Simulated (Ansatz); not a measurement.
# Ge: a line through a two-coordinate scan, part 2 of 2

How does the energy of Ge (P6_3/mmc, No. 194; 8 atoms in the cell) vary with amplitude of mode 4 (48 cm⁻¹), at amplitude of mode 24 (277 cm⁻¹) = −0.069 Å?

Ansatz 0.2.0; DFT PBE, scalar-relativistic, plane waves, PAW.

### Step 6. Point (−0.206 Å, −0.069 Å)

input.yaml reads:

```yaml
crystal:
  lattice:
    - [4.0658733778, 0.0, 0.0]
    - [-2.0329366889, 3.5211496337, 0.0]
    - [0.0, 0.0, 13.336334622]
  atoms:
    - { symbol: Ge, position: [-0.0603559562, -0.0193806702, 0.4067747484] }
    - { symbol: Ge, position: [-0.040975286, 0.0193806702, 0.5932252516] }
    - { symbol: Ge, position: [0.040975286, -0.0193806702, 0.9067747484] }
    - { symbol: Ge, position: [0.0603559562, 0.0193806702, 0.0932252516] }
    - { symbol: Ge, position: [0.2960608465, 0.6862057397, 0.3442031026] }
    - { symbol: Ge, position: [0.6098551068, 0.3137942603, 0.6557968974] }
    - { symbol: Ge, position: [0.7234782265, 0.3528724064, 0.8442031026] }
    - { symbol: Ge, position: [0.3706058201, 0.6471275936, 0.1557968974] }
basis:
  ecutwfc: 420
kpoints:
  mp_grid: { grid: [12, 12, 4] }
hamiltonian:
  xc: pbe
scf:
  occupations: { method: gaussian, width: 0.15 }
output:
  forces: true
  stress: true
  eigenvalues: true
```

Started as:

```bash
$ ansatz run input.yaml --threads 4 --pin off --max-ram 8192MiB --backend cpu --events-out ev --progress --plain --runs-dir out
```

The log of the run, shortened:

```text
Warning: RAYON_NUM_THREADS=4 ignored (pool sized by the plan → 4); use --threads N
[...]
Pseudopotentials: kind: paw
Pseudopotential: Ge, paw, valence charge 14, recommended cutoff 420 eV (normal), Ge.paw.azcp
Functional definition: PBE
[...]
Crystal: 8 atoms, lattice volume = 190.930 Å³
Basis set: ecut = 420 eV, 3693 PW (Γ), exchange–correlation on 60×60×180 points (8 copies of the dense FFT grid, shifted against one another)
Bands: 68, of which v1, the nominal top of the filled ones, is band 56 counted from 1 (55 counted from 0)
Symmetry: 2 space group operations
Space group: C2 (ITA 5), of the structure as read, at distance tolerance 5.8e-5 Å
k-points: 164 of 576 (time reversal used)
[...]
SCF iter   1: F=—  HF=-34359.328498 eV  |F-HF|=—  |Δ(HF+E_count)|=         —  Δρ=1.47e-3  dr2=5.61e-3  ethr=1.77e-3  ⟨swp⟩=5.5  Hψ=38991  notcnv=0  defer=1
[...]
SCF iter   7: F=-34359.325364 eV  HF=-34359.325364 eV  |F-HF|=4.15e-8  |Δ(HF+E_count)|=   1.02e-7  Δρ=3.93e-6  dr2=2.24e-8  ethr=8.93e-11  ⟨swp⟩=8.2  Hψ=49326  notcnv=0
[...]
SCF converged after 7 iterations
Free energy (F): -34359.325364 eV
[...]
E sigma→0 (E₀):  -34359.322435 eV
Entropy (-TS):   -0.005858 eV (-0.732 meV/atom)
Fermi energy:    8.012122 eV
[...]
--- Forces (eV/Å), atoms counted from 1 ---
  atom   1  Ge     0.15111056     1.19504825     0.13166265
  atom   2  Ge     0.15111056    -1.19504825    -0.13166265
  atom   3  Ge    -0.10611016     1.55844655     0.15314603
  atom   4  Ge    -0.10611016    -1.55844655    -0.15314603
  atom   5  Ge     0.09593770    -1.22205019    -0.24650180
  atom   6  Ge     0.09593770     1.22205019     0.24650180
  atom   7  Ge    -0.14093827    -1.56153888    -0.26983385
  atom   8  Ge    -0.14093827     1.56153888     0.26983385
[...]
--- Stress (GPa, compression-positive) ---
        0.381701       0.000000       0.000000
        0.000000       1.081611       2.223716
        0.000000       2.223716      -0.114084
  P = ⅓ Tr σ = 0.4497 GPa (4.497 kbar)
--- Band table (eV; the first three rows and the last of 164) ---
[...]
```

Wall time 27 s (4 threads of Intel Xeon Platinum 8488C (Sapphire Rapids), shared host); peak memory 1.6 GiB.

Energy on the map's scale: 0.48 eV.

### Step 7. Point (−0.103 Å, −0.069 Å)

input.yaml reads:

```yaml
crystal:
  lattice:
    - [4.0658733778, 0.0, 0.0]
    - [-2.0329366889, 3.5211496337, 0.0]
    - [0.0, 0.0, 13.336334622]
  atoms:
    - { symbol: Ge, position: [-0.0350231457, -0.0193806702, 0.4067747484] }
    - { symbol: Ge, position: [-0.0156424754, 0.0193806702, 0.5932252516] }
    - { symbol: Ge, position: [0.0156424754, -0.0193806702, 0.9067747484] }
    - { symbol: Ge, position: [0.0350231457, 0.0193806702, 0.0932252516] }
    - { symbol: Ge, position: [0.3195818582, 0.6862057397, 0.3442031026] }
    - { symbol: Ge, position: [0.6333761185, 0.3137942603, 0.6557968974] }
    - { symbol: Ge, position: [0.6999572149, 0.3528724064, 0.8442031026] }
    - { symbol: Ge, position: [0.3470848085, 0.6471275936, 0.1557968974] }
basis:
  ecutwfc: 420
kpoints:
  mp_grid: { grid: [12, 12, 4] }
hamiltonian:
  xc: pbe
scf:
  occupations: { method: gaussian, width: 0.15 }
output:
  forces: true
  stress: true
  eigenvalues: true
```

Started as:

```bash
$ ansatz run input.yaml --threads 4 --pin off --max-ram 8192MiB --backend cpu --events-out ev --progress --plain --runs-dir out
```

The log of the run, shortened:

```text
Warning: RAYON_NUM_THREADS=4 ignored (pool sized by the plan → 4); use --threads N
[...]
[... 3 set-up lines as earlier in the session ...]
[...]
Crystal: 8 atoms, lattice volume = 190.930 Å³
Basis set: ecut = 420 eV, 3693 PW (Γ), exchange–correlation on 60×60×180 points (8 copies of the dense FFT grid, shifted against one another)
Bands: 68, of which v1, the nominal top of the filled ones, is band 56 counted from 1 (55 counted from 0)
[... 2 set-up lines as earlier in the session ...]
k-points: 164 of 576 (time reversal used)
[...]
SCF iter   1: F=—  HF=-34359.400545 eV  |F-HF|=—  |Δ(HF+E_count)|=         —  Δρ=1.45e-3  dr2=5.66e-3  ethr=1.77e-3  ⟨swp⟩=5.6  Hψ=39059  notcnv=0
[...]
SCF iter   7: F=-34359.398115 eV  HF=-34359.398115 eV  |F-HF|=2.68e-8  |Δ(HF+E_count)|=   8.06e-8  Δρ=3.45e-6  dr2=1.35e-8  ethr=8.93e-11  ⟨swp⟩=8.3  Hψ=43087  notcnv=0
[...]
SCF converged after 7 iterations
Free energy (F): -34359.398115 eV
[...]
E sigma→0 (E₀):  -34359.395185 eV
Entropy (-TS):   -0.005861 eV (-0.733 meV/atom)
Fermi energy:    8.026723 eV
[...]
--- Forces (eV/Å), atoms counted from 1 ---
  atom   1  Ge     0.07468119     1.19315579     0.13455229
  atom   2  Ge     0.07468119    -1.19315579    -0.13455229
  atom   3  Ge    -0.05229721     1.57416468     0.15675830
  atom   4  Ge    -0.05229721    -1.57416468    -0.15675830
  atom   5  Ge     0.04535795    -1.21348628    -0.15628678
  atom   6  Ge     0.04535795     1.21348628     0.15628678
  atom   7  Ge    -0.06774365    -1.57450357    -0.17779753
  atom   8  Ge    -0.06774365     1.57450357     0.17779753
[...]
--- Stress (GPa, compression-positive) ---
        0.444819       0.000000       0.000000
        0.000000       0.974279       2.199052
        0.000000       2.199052       0.089287
  P = ⅓ Tr σ = 0.5028 GPa (5.028 kbar)
--- Band table (eV; the first three rows and the last of 164) ---
[...]
```

Run time: 27 s. Hardware: 4 threads of Intel Xeon Platinum 8488C (Sapphire Rapids), shared host; peak memory 1.6 GiB.

That is 0.41 eV from the zero.

### Step 8. Grid point (0.000 Å, −0.069 Å)

input.yaml reads:

```yaml
crystal:
  lattice:
    - [4.0658733778, 0.0, 0.0]
    - [-2.0329366889, 3.5211496337, 0.0]
    - [0.0, 0.0, 13.336334622]
  atoms:
    - { symbol: Ge, position: [-0.0096903351, -0.0193806702, 0.4067747484] }
    - { symbol: Ge, position: [0.0096903351, 0.0193806702, 0.5932252516] }
    - { symbol: Ge, position: [-0.0096903351, -0.0193806702, 0.9067747484] }
    - { symbol: Ge, position: [0.0096903351, 0.0193806702, 0.0932252516] }
    - { symbol: Ge, position: [0.3431028699, 0.6862057397, 0.3442031026] }
    - { symbol: Ge, position: [0.6568971301, 0.3137942603, 0.6557968974] }
    - { symbol: Ge, position: [0.6764362032, 0.3528724064, 0.8442031026] }
    - { symbol: Ge, position: [0.3235637968, 0.6471275936, 0.1557968974] }
basis:
  ecutwfc: 420
kpoints:
  mp_grid: { grid: [12, 12, 4] }
hamiltonian:
  xc: pbe
scf:
  occupations: { method: gaussian, width: 0.15 }
output:
  forces: true
  stress: true
  eigenvalues: true
```

Started as:

```bash
$ ansatz run input.yaml --threads 4 --pin off --max-ram 8192MiB --backend cpu --events-out ev --progress --plain --runs-dir out
```

The log of the run, shortened:

```text
Warning: RAYON_NUM_THREADS=4 ignored (pool sized by the plan → 4); use --threads N
[...]
[... 3 set-up lines as earlier in the session ...]
[...]
Crystal: 8 atoms, lattice volume = 190.930 Å³
Basis set: ecut = 420 eV, 3693 PW (Γ), exchange–correlation on 60×60×180 points (8 copies of the dense FFT grid, shifted against one another)
Bands: 68, of which v1, the nominal top of the filled ones, is band 56 counted from 1 (55 counted from 0)
Symmetry: 4 space group operations
Space group: C2/m (ITA 12), of the structure as read, at distance tolerance 5.8e-5 Å
k-points: 164 of 576
[...]
SCF iter   1: F=—  HF=-34359.424258 eV  |F-HF|=—  |Δ(HF+E_count)|=         —  Δρ=1.46e-3  dr2=5.75e-3  ethr=1.77e-3  ⟨swp⟩=5.5  Hψ=38976  notcnv=0
[...]
SCF iter   7: F=-34359.421877 eV  HF=-34359.421877 eV  |F-HF|=2.58e-8  |Δ(HF+E_count)|=   9.83e-8  Δρ=3.51e-6  dr2=1.20e-8  ethr=8.93e-11  ⟨swp⟩=8.2  Hψ=45003  notcnv=0
[...]
SCF converged after 7 iterations
Free energy (F): -34359.421877 eV
[...]
E sigma→0 (E₀):  -34359.418929 eV
Entropy (-TS):   -0.005896 eV (-0.737 meV/atom)
Fermi energy:    8.032648 eV
[...]
--- Forces (eV/Å), atoms counted from 1 ---
  atom   1  Ge     0.00000000     1.19253984     0.13534946
  atom   2  Ge     0.00000000    -1.19253984    -0.13534946
  atom   3  Ge     0.00000000     1.57920721     0.15785975
  atom   4  Ge     0.00000000    -1.57920721    -0.15785975
  atom   5  Ge     0.00000000    -1.21046148    -0.12321291
  atom   6  Ge     0.00000000     1.21046148     0.12321291
  atom   7  Ge     0.00000000    -1.57854768    -0.14411148
  atom   8  Ge     0.00000000     1.57854768     0.14411148
[...]
--- Stress (GPa, compression-positive) ---
        0.464368       0.000000       0.000000
        0.000000       0.937351       2.191501
        0.000000       2.191501       0.168612
  P = ⅓ Tr σ = 0.5234 GPa (5.234 kbar)
--- Band table (eV; the first three rows and the last of 164) ---
[...]
```

It took 18 s on 4 threads of Intel Xeon Platinum 8488C (Sapphire Rapids), shared host; peak memory 1.6 GiB.

On the map this point reads 0.38 eV.

### Step 9. Results

The summary covers parts 1 to 2.

```
amplitude of mode 4 (48 cm⁻¹), largest displacement (Å)  step  energy (eV)  slope (eV per Å)  pressure (GPa)  largest force on an atom (eV/Å)
                                                 −0.515     3         1.01             −2.46           0.364                            1.635
                                                 −0.412     –         0.78             −2.00           0.349                            1.623
                                                 −0.309     4         0.60             −1.47           0.388                            1.604
                                                 −0.206     6         0.48             −0.95           0.450                            1.591
                                                 −0.103     7         0.41             −0.46           0.503                            1.586
                                                  0.000     8         0.38              0.00           0.523                            1.587
                                                  0.103     –         0.41              0.46           0.503                            1.586
                                                  0.206     –         0.48              0.95           0.450                            1.591
                                                  0.309     –         0.60              1.47           0.388                            1.604
                                                  0.412     –         0.78              2.00           0.349                            1.623
                                                  0.515     –         1.01              2.46           0.364                            1.635
```

Energies count from the relaxed high-symmetry cell. Rows without a step come from runs not printed here or follow by symmetry. Slopes come from the forces (and the stress, where the cell changes), not from differences of energies.

| run | outcome |
| --- | --- |
| step 5, run with occupations.method cold, occupations.width 0.2, mixing.algorithm anderson, mixing.beta 0.9, mixing.ndim 2 (against step 4) | 0.0 meV/atom |

**Reading.** Along the line the energy is lowest at 0.000 Å, 0.38 eV from the zero. A fit to energies and slopes at the lowest point and its two neighbours puts the minimum at 0.0000 Å, with a curvature of about 4.5 eV per Å². The highest point computed, at −0.515 Å, lies 0.63 eV above the lowest. This is one cut through a surface in two coordinates; the map's lowest point lies off it.
